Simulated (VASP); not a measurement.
**IrO2: band structure with PBE**

Crystal: IrO2.

```
CELL_PARAMETERS angstrom
4.48377 0.00000 0.00000
0.00000 4.48377 0.00000
0.00000 0.00000 3.16379
ATOMIC_POSITIONS crystal
Ir 0.00000 0.00000 0.00000
Ir 0.50000 0.50000 0.50000
O 0.30885 0.30885 0.00000
O 0.19115 0.80885 0.50000
O 0.69115 0.69115 0.00000
O 0.80885 0.19115 0.50000
```

```
Program                : VASP 6.6.1
Task                   : band structure
Functional             : PBE
Potentials or basis    : VASP PAW PBE potentials, release 64 (Ir, O)
Cutoff                 : 520 eV
k mesh                 : 8 × 8 × 12
Occupations            : methfessel-paxton, width 0.1 eV
Spin                   : no spin polarisation
Further INCAR settings : ALGO = Normal; EDIFF = 1e-07; NBANDS = 30
```

The pressure is 9.6 GPa. The largest force is 0.059 eV/Å. The band gap along the path is none (metal or under the smearing width).

Forces in eV/Å, atoms in the order of the input:
```
Ir   0.000  0.000  0.000
Ir   0.000  0.000  0.000
O   -0.041 -0.041  0.000
O    0.041 -0.041  0.000
O    0.041  0.041  0.000
O   -0.041  0.041  0.000
```

Stress tensor (GPa, compression positive):
```
 9.06  0.00  0.00
 0.00  9.06  0.00
 0.00  0.00 10.78
```

Levels at the corners of the path, in eV from the Fermi level:
```
point  band 17  band 18  band 19  band 20  band 21  band 22  band 23  band 24  band 25  band 26
    Γ    -2.46    -2.46    -2.37    -2.33    -2.20     0.79     1.25     4.22     4.22     4.28
    X    -1.64    -1.64    -1.31    -1.31    -0.30    -0.30     3.62     3.62     3.67     3.67
    X    -1.64    -1.64    -1.31    -1.31    -0.30    -0.30     3.62     3.62     3.67     3.67
    M    -2.51    -2.51    -2.42    -2.42     0.20     0.20     2.56     2.56     4.20     4.20
    M    -2.51    -2.51    -2.42    -2.42     0.20     0.20     2.56     2.56     4.20     4.20
    Γ    -2.46    -2.46    -2.37    -2.33    -2.20     0.79     1.25     4.22     4.22     4.28
    Γ    -2.46    -2.46    -2.37    -2.33    -2.20     0.79     1.25     4.22     4.22     4.28
    Z    -1.95    -1.95    -0.69    -0.69     0.27     0.27     2.29     2.29     2.81     2.81
    Z    -1.95    -1.95    -0.69    -0.69     0.27     0.27     2.29     2.29     2.81     2.81
    R    -2.79    -2.79    -1.82    -1.82     0.54     0.54     1.15     1.15     4.60     4.60
    R    -2.79    -2.79    -1.82    -1.82     0.54     0.54     1.15     1.15     4.60     4.60
    A    -1.86    -1.86    -1.23    -1.23    -0.48    -0.48     2.24     2.24     3.27     3.27
    A    -1.86    -1.86    -1.23    -1.23    -0.48    -0.48     2.24     2.24     3.27     3.27
    Z    -1.95    -1.95    -0.69    -0.69     0.27     0.27     2.29     2.29     2.81     2.81
    X    -1.64    -1.64    -1.31    -1.31    -0.30    -0.30     3.62     3.62     3.67     3.67
    R    -2.79    -2.79    -1.82    -1.82     0.54     0.54     1.15     1.15     4.60     4.60
    M    -2.51    -2.51    -2.42    -2.42     0.20     0.20     2.56     2.56     4.20     4.20
    A    -1.86    -1.86    -1.23    -1.23    -0.48    -0.48     2.24     2.24     3.27     3.27
```

Wall time 80 s on 4 MPI ranks on Intel(R) Xeon(R) Platinum 8259CL CPU @ 2.50GHz (Skylake/Cascade Lake) (shared host), peak memory 0.39 GiB a rank.

Caveat: spin-orbit coupling is left out, which moves the levels of the heavy elements.
